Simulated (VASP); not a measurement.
Write the native input for VASP 6.6.1 that does the following.

- Task: single point
- Functional: LDA
- Potentials or basis: VASP PAW PBE potentials, release 64 (Eu)
- Cutoff: 520 eV
- k mesh: 16 × 16 × 16
- Occupations: fermi-dirac, width 0.05 eV
- Spin: collinear spin, typed start
- Starting moments: [7.0] μB
- Dipole correction: no
- Further INCAR settings: ALGO = Fast; EDIFF = 1e-06; NBANDS = 18

The structure of Eu lies in POSCAR:

```
Eu
1.0
   -2.0524795239      2.0524795239      2.0524795239
    2.0524795239     -2.0524795239      2.0524795239
    2.0524795239      2.0524795239     -2.0524795239
Eu
1
Direct
    0.0000000000      0.0000000000      0.0000000000
```

The input as run:

INCAR

```
SYSTEM = Eu
PREC = Accurate
ENCUT = 520
EDIFF = 1E-6
ISMEAR = -1
SIGMA = 0.05
LREAL = .False.
LASPH = .True.
NELM = 150
ALGO = Fast
ISIF = 2
LWAVE = .False.
LCHARG = .False.
ISPIN = 2
MAGMOM = 7
LORBIT = 11
LMAXMIX = 6
GGA = CA
NBANDS = 18
```

KPOINTS

```
Automatic mesh
0
Gamma
  16 16 16
  0 0 0
```

Potentials or basis: VASP PAW PBE potentials, release 64 (Eu).

The run is started by

```bash
$ cat potpaw_PBE.64/Eu/POTCAR > POTCAR
$ mpirun -np 1 vasp_std > vasp.out
```

Results of the run:

* Pressure: -0.3 GPa
* Band gap on the k mesh: none (metal or under the smearing width)
* Net moment: 7.13 μB per cell
* Site moments: Eu +6.64 μB
* Valence electrons inside the program's atomic spheres: Eu 14.72

Caveat: the PAW data sets were made with another functional, which shifts forces and pressure a little; spin-orbit coupling is left out, which moves the levels of the heavy elements.

Wall time 3.9 min on 1 thread of Intel(R) Xeon(R) 6975P-C (Granite Rapids), with other jobs on the host, peak memory 0.28 GiB.
